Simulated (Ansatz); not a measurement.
Data:

CsCl:
```
CsCl
1.0
    3.96942     0.00000     0.00000
    0.00000     3.96942     0.00000
    0.00000     0.00000     3.96942
Cs Cl
1 1
Cartesian
  0.00000   0.00000   0.00000
  1.98471   1.98471   1.98471
```

This is the LDA-relaxed structure.

**Question.** All from DFT-LDA in the program Ansatz with PAW potentials, unless another level is named. Predict the electron effective mass, band 2 of 2 at the edge.

**Answer.** 0.33 along [100], 0.40 along [110], 0.52 along [111] (mₑ).

**Question.** Predict the band gap.

**Answer.** 4.99 eV (direct).

**Question.** Next, the valence-band maximum?

**Answer.** at Γ.

**Question.** What about the weight of the valence-edge state by species (Voronoi cells)?

**Answer.** Cl 93 %, Cs 7 %.

Space group Pm-3m (CsCl type). The LDA relaxation kept the symmetry of its start. Scalar-relativistic: spin–orbit coupling is off unless named, which matters more the heavier the elements.

Potentials: the later of the program's two PAW sets.
